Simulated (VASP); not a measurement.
# SnSe2 in VASP: a series of runs

One slab, SnSe2, is run at these levels: PBE+D3(BJ); tasks: relaxation of cell and atoms.

Everything below comes from runs of VASP 6.6.1. Logs are shortened: lines on timing, memory, paths and dates and some standing lists are left out, and cuts for length are marked.

**1. The slab as given**

The cell holds a slab with vacuum, 12 atoms: a = 3.811 Å, b = 3.811 Å, c = 39.464 Å, α = 90.00°, β = 90.00°, γ = 120.00°.

**2. Relaxation of cell and atoms, PBE+D3(BJ)**

File INCAR:

```
PREC = Accurate
ENCUT = 600
EDIFF = 1E-6
ISMEAR = 0
SIGMA = 0.03
LREAL = F
LASPH = T
NELM = 80
ALGO = Normal
ISIF = 3
LWAVE = F
LCHARG = F
GGA = PE
IVDW = 12
IBRION = 2
NSW = 90
EDIFFG = -0.01
LATTICE_CONSTRAINTS = .TRUE. .TRUE. .FALSE.
KPAR = 8
```

File KPOINTS:

```
regular mesh
0
Gamma
  9 9 1
```

File POSCAR:

```
SnSe2
1.0
    3.8110000000      0.0000000000      0.0000000000
   -1.9055000000      3.3004228100      0.0000000000
    0.0000000000      0.0000000000     39.4637280000
Se Sn
8 4
Direct
    0.6666666700      0.3333333300      0.2280575200
    0.3333333300      0.6666666700      0.3054888300
    0.6666666700      0.3333333300      0.3835420700
    0.3333333300      0.6666666700      0.4609733800
    0.6666666700      0.3333333300      0.5390266200
    0.3333333300      0.6666666700      0.6164579300
    0.6666666700      0.3333333300      0.6945111700
    0.3333333300      0.6666666700      0.7719424800
    0.0000000000      0.0000000000      0.2667731700
    0.0000000000      0.0000000000      0.4222577200
    0.0000000000      0.0000000000      0.5777422800
    0.0000000000      0.0000000000      0.7332268300
```

Potentials or basis: VASP PAW PBE potentials, release 64 (Se, Sn_d).

On the command line:

```
$ cat potpaw_PBE.64/Se/POTCAR potpaw_PBE.64/Sn_d/POTCAR > POTCAR
$ mpirun -np 8 vasp_std > vasp.out
```

OUTCAR:

```text
PREC = Accurate
   ENCUT = 600
   EDIFF = 1E-6
   ISMEAR = 0
   LREAL = F
   LASPH = T
   NELM = 80
   ISIF = 3
   GGA = PE
   IVDW = 12
   IBRION = 2
   NSW = 90
   EDIFFG = -0.01
 IVDW          = 12

 ion  position               nearest neighbor table
   1  0.667  0.333  0.228-   9 2.68   9 2.68   9 2.68
   2  0.333  0.667  0.305-   9 2.68   9 2.68   9 2.68
   3  0.667  0.333  0.384-  10 2.68  10 2.68  10 2.68
   4  0.333  0.667  0.461-  10 2.68  10 2.68  10 2.68
   5  0.667  0.333  0.539-  11 2.68  11 2.68  11 2.68
   6  0.333  0.667  0.616-  11 2.68  11 2.68  11 2.68
   7  0.667  0.333  0.695-  12 2.68  12 2.68  12 2.68
   8  0.333  0.667  0.772-  12 2.68  12 2.68  12 2.68
   9  0.000  0.000  0.267-   1 2.68   1 2.68   1 2.68   2 2.68   2 2.68   2 2.68
  10  0.000  0.000  0.422-   3 2.68   3 2.68   3 2.68   4 2.68   4 2.68   4 2.68
  11  0.000  0.000  0.578-   6 2.68   6 2.68   6 2.68   5 2.68   5 2.68   5 2.68
  12  0.000  0.000  0.733-   8 2.68   8 2.68   8 2.68   7 2.68   7 2.68   7 2.68

  LATTYP: Found a hexagonal cell.
 ALAT       =     3.8110000000
 C/A-ratio  =    10.3552159538

  Lattice vectors:

 A1 = (   3.8110000000,   0.0000000000,   0.0000000000)
 A2 = (  -1.9055000000,   3.3004228100,   0.0000000000)
 A3 = (   0.0000000000,   0.0000000000,  39.4637280000)

Analysis of symmetry for initial positions (statically):
=====================================================================
 Subroutine PRICEL returns:
 Original cell was already a primitive cell.

 Routine SETGRP: Setting up the symmetry group for a
 hexagonal supercell.

 Subroutine GETGRP returns: Found 12 space group operations
 (whereof 12 operations were pure point group operations)
 out of a pool of 24 trial point group operations.

The static configuration has the point symmetry D_3d.

Analysis of symmetry for dynamics (positions and initial velocities):
=====================================================================
 Subroutine PRICEL returns:
 Original cell was already a primitive cell.

 Routine SETGRP: Setting up the symmetry group for a
 hexagonal supercell.

 Subroutine GETGRP returns: Found 12 space group operations
 (whereof 12 operations were pure point group operations)
 out of a pool of 24 trial point group operations.

The dynamic configuration has the point symmetry D_3d.

 Subroutine INISYM returns: Found 12 space group operations
 (whereof 12 operations are pure point group operations),
 and found     1 'primitive' translations

----------------------------------------------------------------------------------------

                                     Primitive cell

  volume of cell :     496.3713

  direct lattice vectors                    reciprocal lattice vectors
     3.811000000  0.000000000  0.000000000     0.262398321  0.151495741  0.000000000
    -1.905500000  3.300422810  0.000000000     0.000000000  0.302991482  0.000000000
     0.000000000  0.000000000 39.463728000     0.000000000  0.000000000  0.025339725

  length of vectors
     3.811000000  3.810999997 39.463728000     0.302991482  0.302991482  0.025339725

  position of ions in fractional coordinates (direct lattice)
     0.666666670  0.333333330  0.228057520
     0.333333330  0.666666670  0.305488830
     0.666666670  0.333333330  0.383542070
     0.333333330  0.666666670  0.460973380
     0.666666670  0.333333330  0.539026620
     0.333333330  0.666666670  0.616457930
     0.666666670  0.333333330  0.694511170
     0.333333330  0.666666670  0.771942480
     0.000000000  0.000000000  0.266773170
     0.000000000  0.000000000  0.422257720
     0.000000000  0.000000000  0.577742280
     0.000000000  0.000000000  0.733226830

  ion indices of the primitive-cell ions
   primitive index   ion index
                 1           1
                 2           2
                 3           3
                 4           4
                 5           5
                 6           6
                 7           7
                 8           8
                 9           9
                10          10
                11          11
                12          12

----------------------------------------------------------------------------------------

 KPOINTS: regular mesh

Automatic generation of k-mesh.
 Grid dimensions read from file:
 generate k-points for:    9    9    1

 Generating k-lattice:

  Cartesian coordinates                     Fractional coordinates (reciprocal lattice)
     0.029155369  0.016832860  0.000000000     0.111111111  0.000000000  0.000000000
     0.000000000  0.033665720  0.000000000     0.000000000  0.111111111  0.000000000
     0.000000000  0.000000000  0.025339725     0.000000000  0.000000000  1.000000000

  Length of vectors
     0.033665720  0.033665720  0.025339725

  Shift w.r.t. Gamma in fractional coordinates (k-lattice)
     0.000000000  0.000000000  0.000000000

 Subroutine IBZKPT returns following result:
 ===========================================

 Found     12 irreducible k-points:

 Following reciprocal coordinates:
            Coordinates               Weight
  0.000000  0.000000  0.000000      1.000000
  0.111111  0.000000  0.000000      6.000000
  0.222222 -0.000000  0.000000      6.000000
  0.333333  0.000000  0.000000      6.000000
  0.444444 -0.000000  0.000000      6.000000
  0.111111  0.111111  0.000000      6.000000
  0.222222  0.111111  0.000000     12.000000
  0.333333  0.111111  0.000000     12.000000
  0.444444  0.111111  0.000000      6.000000
  0.222222  0.222222  0.000000      6.000000
  0.333333  0.222222  0.000000     12.000000
  0.333333  0.333333  0.000000      2.000000
   k-points           NKPTS =     12   k-points in BZ     NKDIM =     12   number of bands    NBANDS=     62
   number of dos      NEDOS =    301   number of ions     NIONS =     12
   total plane-waves  NPLWV = 288000
   dimension x,y,z NGX =    30 NGY =   30 NGZ =  320
   dimension x,y,z NGXF=    60 NGYF=   60 NGZF=  640
   ions per type =               8   4
   NGX,Y,Z   is equivalent  to a cutoff of  13.09, 13.09, 13.48 a.u.
   NGXF,Y,Z  is equivalent  to a cutoff of  26.17, 26.17, 26.96 a.u.
 SYSTEM =  unknown system
   PREC   = accura    normal or accurate (medium, high low for compatibility)
   ISTART =      0    job   : 0-new  1-cont  2-samecut
   ICHARG =      2    charge: 1-file 2-atom 10-const
   ISPIN  =      1    spin polarized calculation?
   LNONCOLLINEAR =      F non collinear calculations
   LSORBIT =      F    spin-orbit coupling
   LASPH  =      T    aspherical Exc in radial PAW
   ENCUT  =  600.0 eV  44.10 Ry    6.64 a.u.   7.61  7.61 78.82*2*pi/ulx,y,z
   NELM   =     80;   NELMIN=  2; NELMDL= -5     # of ELM steps
   EDIFF  = 0.1E-05   stopping-criterion for ELM
   LREAL  =      F    real-space projection
   EDIFFG = -.1E-01   stopping-criterion for IOM
   NSW    =     90    number of steps for IOM
   IBRION =      2    ionic relax: 0-MD 1-quasi-New 2-CG
   NFREE  =      1    steps in history (QN), initial steepest desc. (CG)
   ISIF   =      3    stress and relaxation
   ISYM   =      2    0-nonsym 1-usesym 2-fastsym
   POTIM  = 0.5000    time-step for ionic-motion
   TEBEG  =    0.0;   TEEND  =   0.0 temperature during run
   PSTRESS=    0.0 pullay stress
   NELECT =     104.0000    total number of electrons
   NUPDOWN=      -1.0000    fix difference up-down
   EMIN   =  10.00;   EMAX   =-10.00  energy-range for DOS
   EFERMI =   0.00;   METHOD = LEGACY
   ISMEAR =     0;   SIGMA  =   0.03  broadening in eV -4-tet -1-fermi 0-gaus
   EFERMI_NEDOS =   21; number of points for ismear=-14 and -15
   IALGO  =     38    algorithm
   IMIX   =      4    mixing-type and parameters
     AMIX     =   0.40;   BMIX     =  1.00
     AMIX_MAG =   1.60;   BMIX_MAG =  1.00
  volume/ion in A,a.u.               =      41.36       279.14
  Fermi-wavevector in a.u.,A,eV,Ry     =   0.972338  1.837452 12.863497  0.945440
  Thomas-Fermi vector in A             =   2.102628
   LORBIT       =      0    0 simple, 1 ext, 2 COOP (PROOUT), +10 PAW based schemes
   GGA     = PE    functional components
   LHFCALC =     F    Hartree Fock is set to
   AEXX    =    0.0000 exact exchange contribution
   IVDW    =    12    specifies the selected vdW correction
   LEPSILON=     F    determine dielectric tensor
   LRPA    =     F    only Hartree local field effects (RPA)
 conjugate gradient relaxation of ions
 non-spin polarized calculation
 Gauss-broadening in eV      SIGMA  =   0.03
  energy-cutoff  :      600.00
  volume of cell :      496.37
 maximum number of plane-waves:     16711
   NGX = 15   NGY = 15   NGZ =157

--------------------------------------- Ionic step        1  -------------------------------------------

 number of electron     103.9999985 magnetization

 Free energy of the ion-electron system (eV)
  ---------------------------------------------------
  ext. energy  EPLUGINS =         0.00000000
  ---------------------------------------------------
  free energy    TOTEN  =       -47.01971224 eV

  energy without entropy =      -47.01971224  energy(sigma->0) =      -47.01971224

------------------------ aborting loop because EDIFF is reached ----------------------------------------

 Edisp (eV)   -4.00972

 E8    (eV) :    -1.7817

  FORCE on cell =-STRESS in cart. coord.  units (eV):
  Direction    XX          YY          ZZ          XY          YZ          ZX
  --------------------------------------------------------------------------------------
  -------------------------------------------------------------------------------------
  Total       5.41450     5.41450     8.71929     0.00000     0.00000     0.00000
  in kB      17.47682    17.47682    28.14395     0.00000     0.00000     0.00000
  external pressure =       21.03 kB  Pullay stress =        0.00 kB
[... 127 lines left out ...]
  FREE ENERGIE OF THE ION-ELECTRON SYSTEM (eV)
  ---------------------------------------------------
  free  energy   TOTEN  =       -51.2227011158 eV

  energy  without entropy=      -51.2227011158  energy(sigma->0) =      -51.22270112

[... ionic steps 4 to 42 ...]

--------------------------------------- Ionic step       43  -------------------------------------------

 number of electron     103.9999975 magnetization

------------------------ aborting loop because EDIFF is reached ----------------------------------------

 Edisp (eV)   -4.00574

 E8    (eV) :    -1.7805
[... 89 lines left out ...]
  energy  without entropy=      -51.2956230356  energy(sigma->0) =      -51.29562304

--------------------------------------- Ionic step       45  -------------------------------------------

 number of electron     103.9999976 magnetization

 Free energy of the ion-electron system (eV)
  ---------------------------------------------------
  ext. energy  EPLUGINS =         0.00000000
  ---------------------------------------------------
  free energy    TOTEN  =       -47.29136541 eV

  energy without entropy =      -47.29136541  energy(sigma->0) =      -47.29136541

 E-fermi :   0.4948     XC(G=0):  -6.1199

 val. band max:        0.3319720124   @ k =   0.1111   0.1111   0.0000
 cond. band min:       0.9065336317   @ k =   0.4444  -0.0000   0.0000
 fundamental gap:      0.5745616193
 Fermi energy:         0.4947554560

 k-point     1 :       0.0000    0.0000    0.0000
  band No.  band energies     occupation
      1     -20.9437      2.00000
      2     -20.9437      2.00000
      3     -20.9437      2.00000
      4     -20.9437      2.00000
      5     -20.9386      2.00000
      6     -20.9386      2.00000
[... 812 lines left out ...]
  FREE ENERGIE OF THE ION-ELECTRON SYSTEM (eV)
  ---------------------------------------------------
  free  energy   TOTEN  =       -51.2956295583 eV

  energy  without entropy=      -51.2956295583  energy(sigma->0) =      -51.29562956

 reached required accuracy - stopping structural energy minimisation
```

It took 41 min on 8 MPI ranks of Intel Xeon Platinum 8488C (Sapphire Rapids), shared host; peak memory 0.92 GiB.

What came out:

| Property | Result |
| --- | --- |
| Free energy | -51.2956 eV |
| Relaxed volume | 41.91 Å³/atom |
| Relaxed cell | a = 3.836 Å, b = 3.836 Å, c = 39.464 Å, α = 90.00°, β = 90.00°, γ = 120.00° |
| Space group after relaxing (to 0.05 Å) | P-3m1 (No. 164) |
| Energy gained by relaxing | 22.2 meV/atom |
| Ionic steps | 45 |
| Largest force after relaxing | 0.007 eV/Å |
| Band gap on the k mesh | 0.57 eV, indirect (least direct gap 0.86 eV) |
| Dispersion energy per atom | -0.334 eV |

Forces on the atoms (eV/Å):
```
Se   0.000  0.000  0.005
Se   0.000  0.000  0.000
Se   0.000  0.000  0.002
Se   0.000  0.000 -0.007
Se   0.000  0.000  0.007
Se   0.000  0.000 -0.002
Se   0.000  0.000  0.000
Se   0.000  0.000 -0.005
Sn   0.000  0.000  0.006
Sn   0.000  0.000 -0.002
Sn   0.000  0.000  0.002
Sn   0.000  0.000 -0.006
```

The path:
```
step  energy change (eV)  largest force (eV/Å)  pressure (GPa)  volume (Å³)
   1              0.0000                0.8340            2.10       496.37
   3             -0.1933                0.2769           -0.20       514.07
   5             -0.2587                0.0269           -0.03       500.65
   7             -0.2589                0.0203           -0.10       501.64
   9             -0.2590                0.0187           -0.10       501.50
  11             -0.2594                0.0451           -0.06       501.04
  13             -0.2596                0.0429           -0.07       501.17
  15             -0.2603                0.0349           -0.11       501.76
  17             -0.2609                0.0721           -0.16       502.55
  19             -0.2616                0.0657           -0.15       502.58
  21             -0.2635                0.0482           -0.08       502.70
  23             -0.2639                0.0380           -0.04       502.77
  25             -0.2642                0.0233           -0.03       502.64
  27             -0.2643                0.0189           -0.03       502.66
  29             -0.2646                0.0174           -0.05       502.91
  31             -0.2647                0.0711           -0.16       504.02
  33             -0.2649                0.0462           -0.12       503.49
  35             -0.2651                0.0439           -0.10       503.38
  37             -0.2658                0.0348           -0.06       502.93
  39             -0.2661                0.0250           -0.01       502.45
  41             -0.2661                0.0177           -0.01       502.51
  43             -0.2662                0.0167           -0.02       502.71
  45             -0.2662                0.0065           -0.03       502.94
```

Final structure:
```cif
data_structure
_symmetry_space_group_name_H-M 'P 1'
_symmetry_Int_Tables_number 1
_cell_length_a 3.8361
_cell_length_b 3.8361
_cell_length_c 39.4637
_cell_angle_alpha 90.000
_cell_angle_beta 90.000
_cell_angle_gamma 120.000
_cell_volume 502.94
loop_
_atom_site_label
_atom_site_type_symbol
_atom_site_fract_x
_atom_site_fract_y
_atom_site_fract_z
_atom_site_occupancy
Se1 Se 0.66667 0.33333 0.23008 1
Se2 Se 0.33333 0.66667 0.31107 1
Se3 Se 0.66667 0.33333 0.38305 1
Se4 Se 0.33333 0.66667 0.46401 1
Se5 Se 0.66667 0.33333 0.53599 1
Se6 Se 0.33333 0.66667 0.61696 1
Se7 Se 0.66667 0.33333 0.68893 1
Se8 Se 0.33333 0.66667 0.76992 1
Sn1 Sn 0.00000 0.00000 0.27056 1
Sn2 Sn 0.00000 0.00000 0.42353 1
Sn3 Sn 0.00000 0.00000 0.57647 1
Sn4 Sn 0.00000 0.00000 0.72944 1
```

Caveat: spin-orbit coupling is left out, which moves the levels of the heavy elements. Zero-point motion and thermal expansion aren't in these numbers.

[end of part 1 of 3]
